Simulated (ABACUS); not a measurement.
# CdO (Monteponite) (Fm-3m) in ABACUS: reference runs

Aim: a first look at CdO (Monteponite) with PBEsol, on the cell as given.

Program: ABACUS 3.10.1. These are calculated values, not measurements. Logs are shortened: lines on timing, memory, paths and dates and some standing lists are left out, and cuts for length are marked.

## (1) Starting point

Symmetry: Fm-3m, No. 225, cubic system. The conventional cell has a = 4.699 Å, b = 4.699 Å, c = 4.699 Å, α = 90.00°, β = 90.00°, γ = 90.00°. Cd (site symmetry m-3m) is surrounded by 6 O at 2.35 Å. O (site symmetry m-3m) has 6 Cd at 2.35 Å as nearest neighbours.

## (2) Single point, PBEsol

Contents of INPUT:

```
INPUT_PARAMETERS
suffix              CdO
calculation         scf
basis_type          pw
pseudo_dir          ./
symmetry            1
dft_functional      pbesol
ecutwfc             103
pseudo_rcut         7
nspin               1
nbands              17
ks_solver           dav
smearing_method     fd
smearing_sigma      0.00367493
scf_thr             1e-08
scf_nmax            100
mixing_type         broyden
mixing_beta         0.7
cal_force           1
cal_stress          1
out_chg             1
out_pot             2
out_elf             1
```

Contents of STRU:

```
ATOMIC_SPECIES
Cd 112.4140 Cd.upf
O 15.9990 O.upf

LATTICE_CONSTANT
1.8897261246

LATTICE_VECTORS
0.0000000000 2.3495000000 2.3495000000
2.3495000000 0.0000000000 2.3495000000
2.3495000000 2.3495000000 0.0000000000

ATOMIC_POSITIONS
Direct

Cd
0.0
1
0.0000000000 0.0000000000 0.0000000000 1 1 1

O
0.0
1
0.5000000000 0.5000000000 0.5000000000 1 1 1
```

Contents of KPT:

```
K_POINTS
0
Gamma
10 10 10 0 0 0
```

Potentials or basis: PseudoDojo NC SR 0.4.1 PBEsol standard, plane waves.

On the command line:

```bash
OMP_NUM_THREADS=1 mpirun -np 4 abacus > log
```

running log:

```text
ABACUS v3.10.1

               Atomic-orbital Based Ab-initio Computation at UStc

 ------------------------------------------------------------------------------------

 READING GENERAL INFORMATION
                           global_out_dir = OUT.CdO/
                           global_in_card = INPUT
                               pseudo_dir = ./
                              orbital_dir =
                                    DSIZE = 4
                                    GSIZE = 1

 READING UNITCELL INFORMATION
                                    ntype = 2
                  lattice constant (Bohr) = 1.88973
              lattice constant (Angstrom) = 1

 READING ATOM TYPE 1
                               atom label = Cd
                      L=0, number of zeta = 1
                      L=1, number of zeta = 1
                      L=2, number of zeta = 1
             number of atom for this type = 1

 READING ATOM TYPE 2
                               atom label = O
                      L=0, number of zeta = 1
                      L=1, number of zeta = 1
                      L=2, number of zeta = 1
             number of atom for this type = 1

                        TOTAL ATOM NUMBER = 2
DIRECT COORDINATES
    atom                   x                   y                   z     mag                  vx                  vy                  vz
taud_Cd1            0.0000000000        0.0000000000        0.0000000000  0.0000        0.0000000000        0.0000000000        0.0000000000
taud_O1            0.5000000000        0.5000000000        0.5000000000  0.0000        0.0000000000        0.0000000000        0.0000000000

                          Volume (Bohr^3) = 175.046
                             Volume (A^3) = 25.9392

 Lattice vectors: (Cartesian coordinate: in unit of a_0)
                   +0             +2.3495             +2.3495
              +2.3495                  +0             +2.3495
              +2.3495             +2.3495                  +0
 Reciprocal vectors: (Cartesian coordinate: in unit of 2 pi/a_0)
            -0.212811           +0.212811           +0.212811
            +0.212811           -0.212811           +0.212811
            +0.212811           +0.212811           -0.212811
 The esolver type has been set to : ksdft_pw

                PAO radial cut off (Bohr) = 7

 Read in pseudopotential file is Cd.upf
                     pseudopotential type = NC
          exchange-correlation functional = PBESOL
                 nonlocal core correction = 1
                        valence electrons = 20
                                     lmax = 2
                           number of zeta = 4
                     number of projectors = 6
                           L of projector = 0
[... 5 lines left out ...]
                PAO radial cut off (Bohr) = 7

 Read in pseudopotential file is O.upf
                     pseudopotential type = NC
          exchange-correlation functional = PBESOL
                 nonlocal core correction = 1
                        valence electrons = 6
                                     lmax = 2
                           number of zeta = 2
                     number of projectors = 5
                           L of projector = 0
                           L of projector = 0
                           L of projector = 1
                           L of projector = 1
                           L of projector = 2
     initial pseudo atomic orbital number = 14

 SETUP THE ELECTRONS NUMBER
            electron number of element Cd = 20
      total electron number of element Cd = 20
             electron number of element O = 6
       total electron number of element O = 6
            AUTOSET number of electrons:  = 26
                           occupied bands = 13
                                   NBANDS = 17
                                   NLOCAL = 18

%%%%%%%%%%%%%%%%%%%%%%%%%%%%%%%%%%%%%%%%%%%%%%%%%%%%%%%%%%%%%%%%%%%%%%%%%%%%%%%%%%%%%%%%%%%%%%%%%%%%%%%%%%
 Warning: the number of valence electrons in pseudopotential > 12 for Cd: [Kr] 4d10 5s2
 Pseudopotentials with additional electrons can yield (more) accurate outcomes, but may be less efficient.
 If you're confident that your chosen pseudopotential is appropriate, you can safely ignore this warning.
%%%%%%%%%%%%%%%%%%%%%%%%%%%%%%%%%%%%%%%%%%%%%%%%%%%%%%%%%%%%%%%%%%%%%%%%%%%%%%%%%%%%%%%%%%%%%%%%%%%%%%%%%%

 SETUP THE PLANE WAVE BASIS
 energy cutoff for charge/potential (unit:Ry) = 412
            fft grid for charge/potential = [ 45, 45, 45 ]
                        fft grid division = [ 1, 1, 1 ]
        big fft grid for charge/potential = [ 45, 45, 45 ]
                                     nbxx = 24300
                                     nrxx = 24300

 SETUP PLANE WAVES FOR CHARGE/POTENTIAL
                    number of plane waves = 24693
                         number of sticks = 1123

 PARALLEL PW FOR CHARGE/POTENTIAL
     PROC   COLUMNS(POT)             PW
        1            281           6174
        2            281           6174
        3            280           6172
        4            281           6173
 --------------- sum -------------------
        4           1123          24693
                            number of |g| = 276
                                  max |g| = 37.1367
                                  min |g| = 0

----------- Double Check Mixing Parameters Begin ------------
mixing_type: broyden
mixing_beta: 0.7
mixing_gg0: 1
mixing_gg0_min: 0.1
mixing_ndim: 8
----------- Double Check Mixing Parameters End ------------

 LATTICE VECTORS: (CARTESIAN COORDINATE: IN UNIT OF A0)
                   +0             +2.3495             +2.3495
              +2.3495                  +0             +2.3495
              +2.3495             +2.3495                  +0
                       right hand lattice = 1
                                   NORM_A = 3.32269
                                   NORM_B = 3.32269
                                   NORM_C = 3.32269
                           ALPHA (DEGREE) = 60
                           BETA  (DEGREE) = 60
                           GAMMA (DEGREE) = 60

 The lattice vectors have been changed (STRU_SIMPLE.cif)

(for optimal symmetric configuration:)
                             BRAVAIS TYPE = 3
                     BRAVAIS LATTICE NAME = 03. Cubic F (face-centered)
                                    ibrav = 3
                                    IBRAV = 3
                                  BRAVAIS = FACE CENTERED CUBIC
                       LATTICE CONSTANT A = 4.699
Original cell was already a primitive cell.
                        ROTATION MATRICES = 48
              PURE POINT GROUP OPERATIONS = 48
                   SPACE GROUP OPERATIONS = 48
                              POINT GROUP = O_h
               POINT GROUP IN SPACE GROUP = O_h

 SETUP K-POINTS
                                    nspin = 1
                   Input type of k points = Monkhorst-Pack(Gamma)
                                   nkstot = 1000
                       right hand lattice = 1
(for reciprocal lattice: )
                             BRAVAIS TYPE = 2
                     BRAVAIS LATTICE NAME = 02. Cubic I (body-centered)
                                    ibrav = 2
                       right hand lattice = 1
(for k-lattice: )
                             BRAVAIS TYPE = 2
                     BRAVAIS LATTICE NAME = 02. Cubic I (body-centered)
                                    ibrav = 2
                       right hand lattice = 1
                        ROTATION MATRICES = 48
                               nkstot_ibz = 47
K-POINTS REDUCTION ACCORDING TO SYMMETRY
     IBZ    DIRECT_X    DIRECT_Y    DIRECT_Z  WEIGHT  ibz2bz
       1  0.00000000  0.00000000  0.00000000  0.0010       0
       2  0.10000000  0.10000000  0.10000000  0.0080       1
       3  0.20000000  0.20000000  0.20000000  0.0080       2
       4  0.30000000  0.30000000  0.30000000  0.0080       3
       5  0.40000000  0.40000000  0.40000000  0.0080       4
       6  0.50000000  0.50000000  0.50000000  0.0040       5
[... 22 lines left out ...]
      29  0.50000000  0.50000000  0.10000000  0.0240      45
      30 -0.20000000  0.40000000  0.40000000  0.0120      46
[... 17 further k points ...]

                               nkstot now = 47
[... K-POINTS DIRECT COORDINATES: 47 rows ...]

           k-point number in this process = 47
       minimum distributed K point number = 47
[... stars of the k points ...]

[... K-POINTS CARTESIAN COORDINATES: 47 rows ...]

[... K-POINTS DIRECT COORDINATES: 47 rows ...]

 SETUP PLANE WAVES FOR WAVE FUNCTIONS
     energy cutoff for wavefunc (unit:Ry) = 103
              fft grid for wave functions = [ 45, 45, 45 ]
                    number of plane waves = 4111
                         number of sticks = 349

 PARALLEL PW FOR WAVE FUNCTIONS
     PROC   COLUMNS(POT)             PW
        1             87           1028
        2             87           1028
        3             87           1028
        4             88           1027
 --------------- sum -------------------
        4            349           4111

 SETUP NONLOCAL PSEUDOPOTENTIALS IN PLANE WAVE BASIS
 Cd non-local projectors:
 projector 1 L=0
 projector 2 L=0
 projector 3 L=1
 projector 4 L=1
 projector 5 L=2
 projector 6 L=2
 O non-local projectors:
 projector 1 L=0
 projector 2 L=0
 projector 3 L=1
 projector 4 L=1
 projector 5 L=2
      TOTAL NUMBER OF NONLOCAL PROJECTORS = 31

 Init Non-Local PseudoPotential table :
 Init Non-Local-Pseudopotential done.

                                     npwx = 777

 Make real space PAO into reciprocal space.
       max mesh points in Pseudopotential = 701
     dq(describe PAO in reciprocal space) = 0.01
                                    max q = 1222

 number of pseudo atomic orbitals for Cd is 4
WARNING: norm of atomic wavefunction # 3 of atomic type Cd is 0.999996, renormalized
WARNING: norm of atomic wavefunction # 4 of atomic type Cd is 0.997645, renormalized

 number of pseudo atomic orbitals for O is 2
WARNING: norm of atomic wavefunction # 2 of atomic type O is 0.999978, renormalized

 -------------------------------------------
 SELF-CONSISTENT
 -------------------------------------------
                                 init_chg = atomic

 PW ALGORITHM --------------- ION=   1  ELEC=   1--------------------------------

 Density error is 0.459326282956
                          Error Threshold = 0.01
----------------------------------------------------------
     Energy           Rydberg                 eV
----------------------------------------------------------
 E_KohnSham     -383.1632925595      -5213.2040432497
 E_Harris       -384.2322093386      -5227.7474021343
 E_Fermi        0.8348648527         11.3589190566
----------------------------------------------------------
[... 63 lines left out ...]
 Density error is 6.56517309169e-09
                          Error Threshold = 4.25147007316e-10
----------------------------------------------------------
     Energy           Rydberg                 eV
----------------------------------------------------------
 E_KohnSham     -383.3782681401      -5216.1289360770
 E_KS(sigma->0) -383.3782483829      -5216.1286672670
 E_Harris       -383.3787355934      -5216.1352961057
 E_band         -25.8575485815       -351.8099970197
 E_one_elec     -170.3615194806      -2317.8873848743
 E_Hartree      97.9499302831        1332.6771705529
 E_xc           -56.3967294727       -767.3168693931
 E_Ewald        -254.5699099556      -3463.6013147425
 E_entropy(-TS) -0.0000395143        -0.0005376200
 E_descf        0.0000000000         0.0000000000
 E_exx          0.0000000000         0.0000000000
 E_Fermi        0.9421786414         12.8189980571
----------------------------------------------------------

 charge density convergence is achieved
 final etot is -5216.1289361 eV
 EFERMI = 12.818998057 eV
The vacuum level is 11.735676202 eV

 STATE ENERGY(eV) AND OCCUPATIONS    NSPIN == 1
 1/47 kpoint (Cartesian) = 0.0000 0.0000 0.0000 (774 pws)
       1       -87.6535     0.00200000
       2       -48.7656     0.00200000
       3       -48.7656     0.00200000
       4       -48.7656     0.00200000
       5       -4.62242     0.00200000
       6        6.00339     0.00200000
[... 9 lines left out ...]
      16        29.5531        0.00000
      17        29.5531        0.00000
[... 78 lines left out ...]
       1       -87.6525     0.00800000
       2       -48.7825     0.00800000
       3       -48.7682     0.00800000
       4       -48.7682     0.00800000
       5       -3.80250     0.00800000
       6        4.99789     0.00800000
[... 9 lines left out ...]
      16        24.4175        0.00000
      17        24.4175        0.00000

[... levels at 41 further k points ...]

------------------------------------------------------------------------------------------
 TOTAL-FORCE (eV/Angstrom)
------------------------------------------------------------------------------------------
                       Cd1         0.0000000000         0.0000000000         0.0000000000
                        O1         0.0000000000         0.0000000000         0.0000000000
------------------------------------------------------------------------------------------

----------------------------------------------------------------
 TOTAL-STRESS (KBAR)
----------------------------------------------------------------
        -7.8820139924        -0.0000000000         0.0000000000
        -0.0000000000        -7.8820139924         0.0000000000
        -0.0000000000         0.0000000000        -7.8820139924
----------------------------------------------------------------
 TOTAL-PRESSURE: -7.882014 KBAR

 --------------------------------------------
 !FINAL_ETOT_IS -5216.1289360770279018 eV
 --------------------------------------------
```

It took 9.3 s on 4 MPI ranks of Intel Xeon 6975P-C (Granite Rapids), shared host; peak memory 0.28 GiB.

Results:

| Quantity | Value |
| --- | --- |
| Free energy | -5216.1289 eV |
| Pressure | -0.8 GPa |
| Band gap on the k mesh | none (metal or under the smearing width) |

Levels at points of the mesh, in eV from the Fermi level:
```tsv
k point	band 9	band 10	band 11	band 12	band 13	band 14	band 15	band 16
(0.00, 0.00, 0.00)	-6.51	-6.51	-1.55	-1.55	-1.55	-0.66	14.26	16.73
(0.50, 0.50, 0.50)	-6.25	-6.25	-3.98	-0.16	-0.16	4.13	7.08	11.60
(0.50, 0.50, 0.00)	-6.11	-5.80	-4.56	-2.52	-2.52	3.64	8.24	10.92
```

Caveat: this crystal is a semiconductor, whose small gap the functional closes, so the metal is an error of the method.
